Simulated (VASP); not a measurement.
Consider the following.

```
CELL_PARAMETERS angstrom
      1.74366    -3.02011     0.00000
      1.74366     3.02011     0.00000
      0.00000     0.00000     3.86620
ATOMIC_POSITIONS crystal
  Li 0.33333 0.66667 0.00000
  Li 0.66667 0.33333 0.00000
  Li 0.00000 0.00000 0.50000
  N  0.00000 0.00000 0.00000
```

These are PBE GGA, VASP's PBE PAW potentials (set 64) (plane waves; VASP) values and carry that method's errors. Run with 600 eV cut-off, 6×6×6 Γ-centred mesh, Gaussian smearing of 0.050 eV, potentials Li_sv N.

Task: Give the stress tensor in GPa (positive for a compressed cell).

Result: 
```
7.74  0.00  0.00
0.00  7.74  0.00
0.00  0.00  0.54
```
The pressure is its mean diagonal, 5.34 GPa.

The compound is Li3N in the alpha structure. This cell was strained or had an atom moved on purpose.
